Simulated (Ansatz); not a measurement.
This is a relaxation of cell and atoms with Ansatz 0.2.0 on CdS (4H polytype); the level of theory is r2SCAN. The starting cell comes from a relaxation with PBE.

input.yaml:
```yaml
crystal:
  lattice:
    - [4.1935380944, 0.0, 0.0]
    - [-2.0967690472, 3.6317105215, 0.0]
    - [0.0, 0.0, 13.6707101065]
  atoms:
    - { symbol: Cd, position: [0.0, 0.0, -0.0002848376] }
    - { symbol: Cd, position: [0.3333333333, 0.6666666667, 0.249923096] }
    - { symbol: Cd, position: [0.0, 0.0, 0.4997151624] }
    - { symbol: Cd, position: [0.6666666667, 0.3333333333, 0.749923096] }
    - { symbol: S, position: [0.0, 0.0, 0.1875909589] }
    - { symbol: S, position: [0.3333333333, 0.6666666667, 0.4377707828] }
    - { symbol: S, position: [0.0, 0.0, 0.6875909589] }
    - { symbol: S, position: [0.6666666667, 0.3333333333, 0.9377707828] }
kpoints:
  mp_grid: { grid: [6, 6, 2] }
hamiltonian:
  xc: r2scan
scf:
  occupations: { method: fermi_dirac, width: 0.02 }
relax:
  f_tol: 0.005
  cell: {}
```

Run as `ansatz run input.yaml --threads 4 --pin off --max-ram 7372MiB --backend cpu --events-out ev --progress --plain --runs-dir out`. It took 40 s on 4 threads of AMD EPYC 7R43 64-Core Processor (Zen 3), with other jobs on the host, load about 0.8 per core; peak host memory 1 GiB.

The log, with set-up remarks and timings taken out:
```
Functional definition: r2SCAN
Crystal: 8 atoms, lattice volume = 208.201 Å³
Basis set: ecut = 500 eV, 5275 PW (Γ)
Bands: 63, of which v1, the nominal top of the filled ones, is band 52 counted from 1 (51 counted from 0)
Symmetry: 12 space group operations
Space group: P63mc (ITA 186)
k-points: 14 of 72
SCF iter   1: HF=-36702.383342 eV  Δρ=5.89e-3  dr2=3.79e-2
preconditioner: auto → Resta (q_TF=auto, 2.430 Å⁻¹)  ε∞=4.3  [insulator: Δε(μ)=1.501 eV  σ=0.020 eV  ℏωp=21.8 eV]
SCF iter   2: HF=-36702.421755 eV  Δρ=3.35e-3  dr2=1.02e-2
SCF iter   3: HF=-36702.425947 eV  Δρ=6.74e-4  dr2=7.26e-4
SCF iter   4: HF=-36702.426262 eV  Δρ=1.40e-4  dr2=4.79e-5
SCF iter   5: HF=-36702.426377 eV  Δρ=4.93e-5  dr2=6.00e-6
SCF iter   6: HF=-36702.426379 eV  Δρ=9.78e-6  dr2=3.22e-7
SCF iter   7: HF=-36702.426379 eV  Δρ=2.34e-6  dr2=1.25e-8
SCF 1 converged in 7 iterations: F = -36702.426379 eV  dr2 = 1.25e-8
relax step 1: F+E_penalty+E_count = -36702.42637945 eV  max|allowed force component| = 5.596e-3 eV/Å  Δτ_max = 0.0000 Å  P = -1.410 GPa  Ω = 208.201 Å³
SCF 2 converged in 7 iterations: F = -36702.449921 eV  dr2 = 5.28e-7
relax step 2: F+E_penalty+E_count = -36702.44992101 eV  max|allowed force component| = 3.504e-3 eV/Å  Δτ_max = 0.0011 Å  P = +0.309 GPa  Ω = 202.131 Å³
SCF 3 converged in 7 iterations: F = -36702.450585 eV  dr2 = 2.97e-8
relax step 3: F+E_penalty+E_count = -36702.45058494 eV  max|allowed force component| = 9.155e-4 eV/Å  Δτ_max = 0.0002 Å  P = -0.013 GPa  Ω = 203.196 Å³
SCF 4 converged in 5 iterations: F = -36702.449183 eV  dr2 = 2.29e-11
relax step 4: F+E_penalty+E_count = -36702.44918343 eV  max|allowed force component| = 9.127e-4 eV/Å  Δτ_max = 0.0000 Å  P = -0.019 GPa  Ω = 203.196 Å³  (SCF on a basis re-selected at this cell)
Free energy (F): -36702.449183 eV
Fermi energy:    7.112999 eV
--- Stress (GPa, compression-positive) ---
       -0.019660       0.000000       0.000000
        0.000000      -0.019660       0.000000
        0.000000       0.000000      -0.016500
  P = ⅓ Tr σ = -0.0186 GPa (-0.186 kbar)
--- Relaxed structure (3 steps of the walk, 3 accepted, 1 SCFs on fresh bases) ---
  F+E_penalty+E_count = -36702.44918343 eV   max|allowed force component| = 9.127e-4 eV/Å
  cell:  # Å, volume = 203.1964 Å³
    - [4.160599, 0.000000, 0.000000]
    - [-2.080300, 3.603185, 0.000000]
    - [0.000000, 0.000000, 13.554194]
  atoms:
    - { symbol: Cd, position: [0.000000, 0.000000, -0.000350] }
    - { symbol: Cd, position: [0.333333, 0.666667, 0.249890] }
    - { symbol: Cd, position: [0.000000, 0.000000, 0.499650] }
    - { symbol: Cd, position: [0.666667, 0.333333, 0.749890] }
    - { symbol: S, position: [0.000000, 0.000000, 0.187644] }
    - { symbol: S, position: [0.333333, 0.666667, 0.437816] }
    - { symbol: S, position: [0.000000, 0.000000, 0.687644] }
    - { symbol: S, position: [0.666667, 0.333333, 0.937816] }
```

In 3 steps the volume changed by -2.4 %; between the first SCF and the last, each on a basis chosen for its cell, the energy fell by 2.9 meV an atom. Final cell: it is hexagonal, P6_3mc (No. 186); conventional cell a = 4.161 Å, c = 13.554 Å, 25.40 Å³ an atom. Around Cd lie 4 S at 2.54–2.55 Å; around Cd lie 4 S at 2.55 Å; around S lie 4 Cd at 2.55 Å; around S lie 4 Cd at 2.54–2.55 Å.

These are computed values for a spin-unpolarised cell that may be hypothetical; none is a measurement.
